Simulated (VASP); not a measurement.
Wanted: the native input for a VASP 6.6.1 run.

- Task: single point
- Functional: PBEsol
- Potentials or basis: VASP PAW PBE potentials, release 64 (Zr_sv, S)
- Cutoff: 520 eV
- k mesh: 16 × 16 × 16
- Occupations: gaussian, width 0.15 eV
- Spin: no spin polarisation
- Dipole correction: no
- Further INCAR settings: ALGO = Fast; EDIFF = 1e-07; NBANDS = 16

The structure of ZrS lies in POSCAR:

```
ZrS
1.0
    0.0000000000      2.7234375000      2.7234375000
    2.6250000000      0.0984375000      2.6250000000
    2.6250000000      2.6250000000      0.0984375000
Zr S
1 1
Direct
    0.0000000000      0.0000000000      0.0000000000
    0.5000000000      0.5000000000      0.5000000000
```

The cell isn't the ideal one: strain +0.0750 x Voigt [0, 0, 0, 1, 0, 0], atoms carried along.

The input as run:

INCAR

```
PREC = Accurate
ENCUT = 520
EDIFF = 1E-7
ISMEAR = 0
SIGMA = 0.15
LREAL = F
LASPH = T
NELM = 80
ALGO = Fast
ISIF = 2
LWAVE = F
LCHARG = F
GGA = PS
NBANDS = 16
```

KPOINTS

```
Automatic mesh
0
Gamma
  16 16 16
```

Potentials or basis: VASP PAW PBE potentials, release 64 (Zr_sv, S).

Launch:

```sh
$ cat potpaw_PBE.64/Zr_sv/POTCAR potpaw_PBE.64/S/POTCAR > POTCAR
$ mpirun -np 1 vasp_std > vasp.out
```

It gave:

```json
{"Pressure": "-6.0 GPa", "Band gap on the k mesh": "none (metal or under the smearing width)"}
```

Caveat: the PAW data sets were made with another functional, which shifts forces and pressure a little.

Run time: 6.6 min on 1 thread of Intel(R) Xeon(R) Platinum 8559C (Emerald Rapids), with other jobs on the host, peak memory 0.44 GiB.
